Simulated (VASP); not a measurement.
# AlGaN2 (P-4m2) in VASP: notebook

One crystal, AlGaN2, is run at these levels: LDA; tasks: evGW0 quasiparticle levels, dielectric tensor, G0W0 quasiparticle levels.

Everything below comes from runs of VASP 6.6.1. Logs are shortened: lines on timing, memory, paths and dates and some standing lists are left out, and cuts for length are marked.

### Step 1. The crystal as given

It takes space group P-4m2 (No. 115, tetragonal). Conventional cell: a = 3.141 Å, b = 3.141 Å, c = 4.424 Å, α = 90.00°, β = 90.00°, γ = 90.00°. Ga (site symmetry -4m2) is surrounded by 4 N at 1.95 Å. Al (site symmetry -4m2) is surrounded by 4 N at 1.89 Å. Around N (site symmetry 2mm) lie 2 Al at 1.89 Å and 2 Ga at 1.95 Å.

The cell comes from a database or a generator and needn't be the stable form of this composition.

### Step 2. EvGW0 quasiparticle levels, LDA

Input file POSCAR:

```
AlGaN2
1.0
    3.1408770487      0.0000000000      0.0000000000
    0.0000000000      3.1408770487      0.0000000000
    0.0000000000      0.0000000000      4.4238379400
Ga Al N
1 1 2
Direct
    0.0000000000      0.0000000000      0.0000000000
    0.5000000000      0.5000000000      0.5000000000
    0.0000000000      0.5000000000      0.2617351900
    0.5000000000      0.0000000000      0.7382648100
```

Input file INCAR.step1:

```
ALGO = Fast
EDIFF = 1E-8
ENCUT = 500
GGA = CA
ISMEAR = 0
KPAR = 4
LASPH = True
LCHARG = False
LREAL = False
LWAVE = True
NELM = 80
PREC = Accurate
SIGMA = 0.01
```

Input file INCAR.step2:

```
ALGO = Exact
EDIFF = 1E-8
ENCUT = 500
GGA = CA
ISMEAR = 0
ISTART = 1
KPAR = 4
LASPH = True
LCHARG = False
LOPTICS = True
LREAL = False
LWAVE = True
NBANDS = 293
NELM = 1
PREC = Accurate
SIGMA = 0.01
```

Input file INCAR.step3:

```
ALGO = EVGW0
EDIFF = 1E-8
ENCUT = 500
ENCUTGW = 200
GGA = CA
ISMEAR = 0
ISTART = 1
KPAR = 4
LASPH = True
LCHARG = False
LREAL = False
LWAVE = False
NBANDS = 293
NBANDSGW = 21
NELMGW = 4
NOMEGA = 50
PREC = Accurate
PRECFOCK = Fast
SIGMA = 0.01
```

Input file KPOINTS:

```
k-points
0
Gamma
  4 4 4
```

Potentials or basis: VASP PAW LDA potentials, release 64 (Ga_d_GW, Al_GW, N_GW).

Launch:

```bash
cat potpaw_LDA.64/Ga_d_GW/POTCAR potpaw_LDA.64/Al_GW/POTCAR potpaw_LDA.64/N_GW/POTCAR > POTCAR
cp INCAR.step1 INCAR
mpirun -np 4 vasp_std > vasp.out
cp INCAR.step2 INCAR
mpirun -np 4 vasp_std > vasp.out
cp INCAR.step3 INCAR
mpirun -np 4 vasp_std > vasp.out
```

OUTCAR:

```text
EDIFF = 1E-8
   ENCUT = 500
   ENCUTGW = 200
   GGA = CA
   ISMEAR = 0
   ISTART = 1
   LASPH = True
   LREAL = False
   NELMGW = 4
   PREC = Accurate
   PRECFOCK = Fast

 ion  position               nearest neighbor table
   1  0.000  0.000  0.000-   3 1.95   4 1.95   3 1.95   4 1.95
   2  0.500  0.500  0.500-   3 1.89   4 1.89   4 1.89   3 1.89
   3  0.000  0.500  0.262-   2 1.89   2 1.89   1 1.95   1 1.95
   4  0.500  0.000  0.738-   2 1.89   2 1.89   1 1.95   1 1.95

  LATTYP: Found a simple tetragonal cell.
 ALAT       =     3.1408770487
 C/A-ratio  =     1.4084721788

  Lattice vectors:

 A1 = (   3.1408770487,   0.0000000000,   0.0000000000)
 A2 = (   0.0000000000,   3.1408770487,   0.0000000000)
 A3 = (   0.0000000000,   0.0000000000,   4.4238379400)

Analysis of symmetry for initial positions (statically):
=====================================================================
 Subroutine PRICEL returns:
 Original cell was already a primitive cell.

 Routine SETGRP: Setting up the symmetry group for a
 simple tetragonal supercell.

 Subroutine GETGRP returns: Found  8 space group operations
 (whereof  8 operations were pure point group operations)
 out of a pool of 16 trial point group operations.

The static configuration has the point symmetry D_2d.

Analysis of symmetry for dynamics (positions and initial velocities):
=====================================================================
 Subroutine PRICEL returns:
 Original cell was already a primitive cell.

 Routine SETGRP: Setting up the symmetry group for a
 simple tetragonal supercell.

 Subroutine GETGRP returns: Found  8 space group operations
 (whereof  8 operations were pure point group operations)
 out of a pool of 16 trial point group operations.

The dynamic configuration has the point symmetry D_2d.

 Subroutine INISYM returns: Found  8 space group operations
 (whereof  8 operations are pure point group operations),
 and found     1 'primitive' translations

----------------------------------------------------------------------------------------

                                     Primitive cell

  volume of cell :      43.6416

[... 40 lines left out ...]
     0.000000000  0.000000000  0.000000000

 Subroutine IBZKPT returns following result:
 ===========================================

 Found     18 irreducible k-points:

 Following reciprocal coordinates:
            Coordinates               Weight
  0.000000  0.000000  0.000000      1.000000
  0.250000  0.000000  0.000000      4.000000
  0.500000  0.000000  0.000000      2.000000
  0.250000  0.250000  0.000000      4.000000
  0.500000  0.250000  0.000000      4.000000
  0.500000  0.500000  0.000000      1.000000
[... 10 lines left out ...]
  0.500000  0.250000  0.500000      4.000000
  0.500000  0.500000  0.500000      1.000000
   k-points           NKPTS =     18   k-points in BZ     NKDIM =     64   number of bands    NBANDS=    293
   number of dos      NEDOS =    301   number of ions     NIONS =      4
   total plane-waves  NPLWV =  18432
   dimension x,y,z NGX =    24 NGY =   24 NGZ =   32
   dimension x,y,z NGXF=    48 NGYF=   48 NGZF=   64
   ions per type =               1   1   2
   NGX,Y,Z   is equivalent  to a cutoff of  12.70, 12.70, 12.03 a.u.
   NGXF,Y,Z  is equivalent  to a cutoff of  25.41, 25.41, 24.05 a.u.
 SYSTEM =  unknown system
   PREC   = accura    normal or accurate (medium, high low for compatibility)
   ISTART =      1    job   : 0-new  1-cont  2-samecut
   ICHARG =      0    charge: 1-file 2-atom 10-const
   ISPIN  =      1    spin polarized calculation?
   LNONCOLLINEAR =      F non collinear calculations
   LSORBIT =      F    spin-orbit coupling
   LASPH  =      T    aspherical Exc in radial PAW
   ENCUT  =  500.0 eV  36.75 Ry    6.06 a.u.   5.73  5.73  8.07*2*pi/ulx,y,z
   NELM   =     60;   NELMIN=  2; NELMDL=  0     # of ELM steps
   EDIFF  = 0.1E-07   stopping-criterion for ELM
   LREAL  =      F    real-space projection
   EDIFFG = 0.1E-06   stopping-criterion for IOM
   NSW    =      0    number of steps for IOM
   IBRION =     -1    ionic relax: 0-MD 1-quasi-New 2-CG
   NFREE  =      0    steps in history (QN), initial steepest desc. (CG)
   ISIF   =      0    stress and relaxation
   ISYM   =      3    0-nonsym 1-usesym 2-fastsym
   POTIM  = 0.5000    time-step for ionic-motion
   TEBEG  =    0.0;   TEEND  =   0.0 temperature during run
   PSTRESS=    0.0 pullay stress
   NELECT =      26.0000    total number of electrons
   NUPDOWN=      -1.0000    fix difference up-down
   EMIN   =  10.00;   EMAX   =-10.00  energy-range for DOS
   EFERMI =   0.00;   METHOD = LEGACY
   ISMEAR =     0;   SIGMA  =   0.01  broadening in eV -4-tet -1-fermi 0-gaus
   EFERMI_NEDOS =   21; number of points for ismear=-14 and -15
   IALGO  =     38    algorithm
   IMIX   =      4    mixing-type and parameters
     AMIX     =   0.40;   BMIX     =  1.00
     AMIX_MAG =   1.60;   BMIX_MAG =  1.00
  volume/ion in A,a.u.               =      10.91        73.63
  Fermi-wavevector in a.u.,A,eV,Ry     =   1.377523  2.603141 25.818009  1.897570
  Thomas-Fermi vector in A             =   2.502669
   LORBIT       =      0    0 simple, 1 ext, 2 COOP (PROOUT), +10 PAW based schemes
   GGA     = CA    functional components
   LHFCALC =     T    Hartree Fock is set to
   PRECFOCK=fast      Normal, Fast or Accurate (Low or Medium for compatibility)
   ENCUT4O =  -1.0   cutoff for four orbital integrals eV
   NKREDX  =     1    reduce k-point grid by
   NKREDY  =     1    reduce k-point grid by
   NKREDZ  =     1    reduce k-point grid by
   AEXX    =    1.0000 exact exchange contribution
   HFSCREEN=    0.0000 screening length (either q_TF or 0.3 A-1)
   HFSCREENC=   0.0000 screening length for correlation (either q_TF or 0.3 A-1)
   ENCUTFOCK=  -1.0 apply spherical cutoff to Coloumb kernel
   IVDW    =     0    specifies the selected vdW correction
   LEPSILON=     F    determine dielectric tensor
   LRPA    =     F    only Hartree local field effects (RPA)
   LRPAFORCE           =     F    calculate RPA forces
   ENCUTGW             = 200.0    cutoff for response function in eV
   ENCUTGWSOFT         = 160.0    soft cutoff for Coulomb kernel in GW response function in eV
   ENCUTLF             =  -1.0    cutoff for local field effects
   NELMGW              =     4    number of iterations in solving QP/BSE equation
   NELMHF              =     1    number of iterations in the inner HF iteration
   NKREDLFX            =     1    NKREDLFY  =   1   NKREDLFZ  =   1
 non-spin polarized calculation
 Gauss-broadening in eV      SIGMA  =   0.01
  energy-cutoff  :      500.00
  volume of cell :       43.64
 maximum number of plane-waves:      1136
 NGX is ok and might be reduce to    24
  NGX = 14; NGY = 14; NGZ = 20
   NGX = 11   NGY = 11   NGZ = 17
 maximum number of plane-waves:       300

 QP shifts <psi_nk| G(iteration)W_0 |psi_nk>: iteration 1
 for sc-GW calculations column KS-energies equals QP-energies in previous step
 and V_xc(KS)=  KS-energies - (<T + V_ion + V_H > + <T+V_H+V_ion>^1  + <V_x>^1)

 k-point   1 :       0.0000    0.0000    0.0000
  band No.  KS-energies  QP-energies   sigma(KS)   V_xc(KS)     V^pw_x(r,r')   Z            occupation Imag(sigma)

      1     -10.4802     -11.8042     -16.6735     -14.7451     -24.4537       0.6866       2.0000       1.1135
      2      -9.2008     -11.4261     -22.8555     -19.7612     -31.7515       0.7192       2.0000       0.4582
      3      -8.2859     -10.9944     -25.5281     -21.8462     -35.0287       0.7356       2.0000       0.1923
      4      -8.2859     -10.9944     -25.5281     -21.8462     -35.0287       0.7356       2.0000       0.1923
      5      -8.2429     -10.9673     -25.4111     -21.7017     -34.7883       0.7345       2.0000       0.1560
      6      -8.0873     -10.8717     -25.7779     -22.0212     -35.2375       0.7412       2.0000       0.1429
[... 1794 lines left out ...]
     20      17.4564      17.4592     -11.1101      28.5701      -5.6489       0.7805       0.0000      -0.1467
     21      18.0213      18.0248     -12.5370      30.5629      -6.7183       0.7585       0.0000      -0.1676
```

OUTCAR.step2:

```text
EDIFF = 1E-8
   ENCUT = 500
   GGA = CA
   ISMEAR = 0
[... 1061 lines left out ...]
  --------------------------------------------------------------------------------------------------------------
     0.00000     6.00516     6.00516     5.54565    -0.00000    -0.00000    -0.00000
     2.44826     7.51179     7.51179     6.46983    -0.00000    -0.00000    -0.00000
     4.89652     9.24126     9.24126    10.13611    -0.00000    -0.00000    -0.00000
     7.34477     1.39353     1.39353     4.01070     0.00000    -0.00000    -0.00000
     9.79303     1.66267     1.66267     0.53545    -0.00000     0.00000     0.00000
    12.24129    -2.44338    -2.44338    -2.73739     0.00000     0.00000    -0.00000
[... 92 lines left out ...]
   239.92930     0.98681     0.98681     0.98700     0.00000     0.00000     0.00000
   242.37756     0.98712     0.98712     0.98730     0.00000     0.00000     0.00000
```

Wall time 20 min (4 MPI ranks of AMD EPYC 9R14 (Zen 4), shared host); peak memory 0.69 GiB.

Results:

```yaml
Band_gap_on_the_k_mesh_mean-field_level: 2.86 eV, direct
Quasiparticle_gap: 4.54 eV
Least_direct_quasiparticle_gap: 4.54 eV
```

Levels at points of the mesh, in eV from the valence-band top:
| k point | band 11 | band 12 | band 13 | band 14 | band 15 | band 16 |
| --- | --- | --- | --- | --- | --- | --- |
| (0.00, 0.00, 0.00) | -0.24 | 0.00 | 0.00 | 2.86 | 3.49 | 7.44 |
| (0.50, 0.00, 0.00) | -2.92 | -1.00 | -0.69 | 7.00 | 7.05 | 7.92 |
| (0.50, 0.50, 0.00) | -2.28 | -2.28 | -2.28 | 3.22 | 3.22 | 6.15 |
| (0.00, 0.00, 0.50) | -1.57 | -1.01 | -1.01 | 5.18 | 5.33 | 7.78 |
| (0.50, 0.00, 0.50) | -0.88 | -0.62 | -0.57 | 5.09 | 6.46 | 9.07 |
| (0.50, 0.50, 0.50) | -3.28 | -3.26 | -3.26 | 6.10 | 6.10 | 8.66 |

Quasiparticle gap after each update of the energies (eV): 4.28, 4.50, 4.53, 4.54

Caveat: the k mesh is coarse (spacing up to 0.50 Å⁻¹), so the values aren't converged; bands, screening cutoff and mesh are small and nothing is extrapolated, so the quasiparticle values aren't converged. A k mesh can miss the band edges.

### Step 3. Dielectric tensor, LDA

Input file INCAR:

```
SYSTEM = AlGaN2
PREC = Accurate ; ENCUT = 520
EDIFF = 1E-8 ; ISMEAR = 0
SIGMA = 0.02 ; LREAL = .FALSE.
LASPH = .TRUE. ; NELM = 100
ALGO = Fast ; ISIF = 2
LWAVE = .FALSE. ; LCHARG = .FALSE.
GGA = CA ; LEPSILON = .TRUE.
KPAR = 4
```

Input file KPOINTS:

```
regular mesh
0
G
  10 10 6
  0 0 0
```

POSCAR is that of step 2.

Potentials or basis: VASP PAW LDA potentials, release 64 (Ga_d, Al, N).

Launch:

```bash
cat potpaw_LDA.64/Ga_d/POTCAR potpaw_LDA.64/Al/POTCAR potpaw_LDA.64/N/POTCAR > POTCAR
mpirun -np 4 vasp_std > vasp.out
```

OUTCAR:

```text
SYSTEM = AlGaN2
   PREC = Accurate
   ENCUT = 520
   EDIFF = 1E-8
   ISMEAR = 0
   LREAL = .FALSE.
   LASPH = .TRUE.
   NELM = 100
   ISIF = 2
   GGA = CA
   LEPSILON = .TRUE.

 ion  position               nearest neighbor table
   1  0.000  0.000  0.000-   3 1.95   4 1.95   3 1.95   4 1.95   2 3.13   2 3.13   2 3.13   2 3.13
                             2 3.13   2 3.13   2 3.13   2 3.13
   2  0.500  0.500  0.500-   3 1.89   4 1.89   4 1.89   3 1.89   1 3.13   1 3.13   1 3.13   1 3.13
                             1 3.13   1 3.13   1 3.13   1 3.13
   3  0.000  0.500  0.262-   2 1.89   2 1.89   1 1.95   1 1.95
   4  0.500  0.000  0.738-   2 1.89   2 1.89   1 1.95   1 1.95

  LATTYP: Found a simple tetragonal cell.
 ALAT       =     3.1408770487
 C/A-ratio  =     1.4084721788

  Lattice vectors:

 A1 = (   3.1408770487,   0.0000000000,   0.0000000000)
 A2 = (   0.0000000000,   3.1408770487,   0.0000000000)
 A3 = (   0.0000000000,   0.0000000000,   4.4238379400)

Analysis of symmetry for initial positions (statically):
=====================================================================
 Subroutine PRICEL returns:
 Original cell was already a primitive cell.

 Routine SETGRP: Setting up the symmetry group for a
 simple tetragonal supercell.

 Subroutine GETGRP returns: Found  8 space group operations
 (whereof  8 operations were pure point group operations)
 out of a pool of 16 trial point group operations.

The static configuration has the point symmetry D_2d.

Analysis of symmetry for dynamics (positions and initial velocities):
=====================================================================
 Subroutine PRICEL returns:
 Original cell was already a primitive cell.

 Routine SETGRP: Setting up the symmetry group for a
 simple tetragonal supercell.

 Subroutine GETGRP returns: Found  8 space group operations
 (whereof  8 operations were pure point group operations)
 out of a pool of 16 trial point group operations.

[... 676 lines left out ...]
 Free energy of the ion-electron system (eV)
  ---------------------------------------------------
  ---------------------------------------------------
  free energy    TOTEN  =        -0.53029117 eV

  energy without entropy =       -0.53029117

------------------------ aborting loop because EDIFF is reached ----------------------------------------

--------------------------------------- Ionic step        2  -------------------------------------------

------------------------ aborting loop because EDIFF is reached ----------------------------------------

--------------------------------------- Ionic step        3  -------------------------------------------

 Free energy of the ion-electron system (eV)
  ---------------------------------------------------
  ---------------------------------------------------
  free energy    TOTEN  =        -0.52694529 eV

  energy without entropy =       -0.52694529

------------------------ aborting loop because EDIFF is reached ----------------------------------------

 PIEZOELECTRIC TENSOR FIELD DIRECTION 3  (e Angst)
 -----------------------------------------------------------------------------
     2.22175  0.00000  0.00000           (  0.11684  0.00000  0.00000)
     0.00000 -2.21342  0.00000           (  0.00000 -0.11684  0.00000)
     0.00000  0.00000 -0.00524           (  0.00000  0.00000 -0.00001)

 PIEZOELECTRIC TENSOR FIELD DIRECTION 3  (C/m^2)
 -----------------------------------------------------------------------------
     0.81565  0.00000  0.00000
     0.00000 -0.81259  0.00000
     0.00000  0.00000 -0.00192

 MACROSCOPIC STATIC DIELECTRIC TENSOR (including local field effects in DFT)
 ------------------------------------------------------
           5.144052     0.000000    -0.000000
           0.000000     5.144052     0.000000
           0.000000     0.000000     5.118594
 ------------------------------------------------------

 PIEZOELECTRIC TENSOR (including local field effects)  for field in x, y, z        (e  Angst)
          XX          YY          ZZ          XY          YZ          ZX
  --------------------------------------------------------------------------------
  x     0.00000     0.00000     0.00000     0.00000     0.00000     2.28489
  y    -0.00000     0.00000     0.00000     0.00000    -2.28490     0.00000
  z     2.21759    -2.21759     0.00000     0.00000     0.00000     0.00000

 PIEZOELECTRIC TENSOR (including local field effects)  for field in x, y, z        (C/m^2)
          XX          YY          ZZ          XY          YZ          ZX
  --------------------------------------------------------------------------------
  x     0.00000     0.00000     0.00000     0.00000     0.00000     0.83883
  y    -0.00000     0.00000     0.00000     0.00000    -0.83883     0.00000
  z     0.81412    -0.81412     0.00000     0.00000     0.00000     0.00000

 BORN EFFECTIVE CHARGES (including local field effects) (in |e|, cummulative output)
 ---------------------------------------------------------------------------------
 ion    1
    1     2.61237     0.00000     0.00000
    2     0.00000     2.61237     0.00000
    3     0.00000     0.00000     2.48635
 ion    2
    1     2.50175     0.00000     0.00000
    2     0.00000     2.50175     0.00000
    3     0.00000     0.00000     2.67262
 ion    3
    1    -2.44365     0.00000     0.00000
    2     0.00000    -2.67047     0.00000
    3     0.00000     0.00000    -2.57949
 ion    4
    1    -2.67047     0.00000     0.00000
    2     0.00000    -2.44365     0.00000
    3     0.00000     0.00000    -2.57949
```

Run time: 1.9 min. Hardware: 4 MPI ranks of Intel Xeon Platinum 8488C (Sapphire Rapids), shared host; peak memory 0.44 GiB.

What came out:

- Band gap on the k mesh: 2.87 eV, direct
- Electronic dielectric tensor (diagonal): 5.14, 5.14, 5.12
- Born charges (mean of the diagonal): Ga +2.57; Al +2.56; N -2.56 e

Electronic dielectric tensor:
```
5.14 0.00 0.00
0.00 5.14 0.00
0.00 0.00 5.12
```

Born effective charge tensors (e):
atom 1, Ga
```
2.61 0.00 0.00
0.00 2.61 0.00
0.00 0.00 2.49
```
atom 2, Al
```
2.50 0.00 0.00
0.00 2.50 0.00
0.00 0.00 2.67
```
atom 3, N
```
-2.44  0.00  0.00
 0.00 -2.67  0.00
 0.00  0.00 -2.58
```
atom 4, N
```
-2.67  0.00  0.00
 0.00 -2.44  0.00
 0.00  0.00 -2.58
```

(Continued in part 2 of 2.)
